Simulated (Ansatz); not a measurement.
# P: other elements on the same sites

Theory: DFT r2SCAN, scalar-relativistic, plane waves, PAW (Ansatz). Run with 500 eV cutoff, 12×12×8 k-mesh, Gaussian smearing of 0.01 eV, no spin polarisation.

Starting point, cell and atoms relaxed:

```
P
1.0
     1.64980   -5.50995    0.00000
     1.64980    5.50995    0.00000
     0.00000    0.00000    4.55530
P
4
Direct
  0.09543 0.90457 0.91156
  0.59543 0.40457 0.58844
  0.90457 0.09543 0.08844
  0.40457 0.59543 0.41156
```

Each substitution replaces an element on all its sites; cell and atoms are then relaxed within the symmetry of the start. The crystals needn't be the stable forms of their compositions. Lengths are those of the primitive cell. Mesh and smearing follow each crystal's size and gap, and all runs are without spin polarisation.

Spin-orbit coupling is left out, which matters for the bands and energies of heavy elements.

Give the relaxed structure after P→S.

```
S
1.0
     1.78659   -3.78671    0.00000
     1.78659    3.78671    0.00000
     0.00000    0.00000    7.60052
S
4
Cartesian
  1.7866 2.6132 6.2439
  1.7866 -1.1735 5.1569
  1.7866 -2.6132 1.3566
  1.7866 1.1735 2.4437
```
The structure is orthorhombic, space group Cmce (No. 64). The conventional cell has a = 3.573 Å, b = 7.573 Å, c = 7.601 Å, α = 90.00°, β = 90.00°, γ = 90.00°. S (site symmetry m) has 2 S at 2.09 Å as nearest neighbours.

Give the relaxed structure after P→Bi.

```
Bi
1.0
     2.26079   -6.42153    0.00000
     2.26079    6.42153    0.00000
     0.00000    0.00000    5.07846
Bi
4
Direct
  0.11662 0.88338 0.95359
  0.61662 0.38338 0.54641
  0.88338 0.11662 0.04641
  0.38338 0.61662 0.45359
```
It takes space group Cmce (No. 64, orthorhombic). The conventional cell has a = 4.522 Å, b = 12.843 Å, c = 5.078 Å, α = 90.00°, β = 90.00°, γ = 90.00°. Bi (site symmetry m) is surrounded by 3 Bi at 3.03 to 3.06 Å.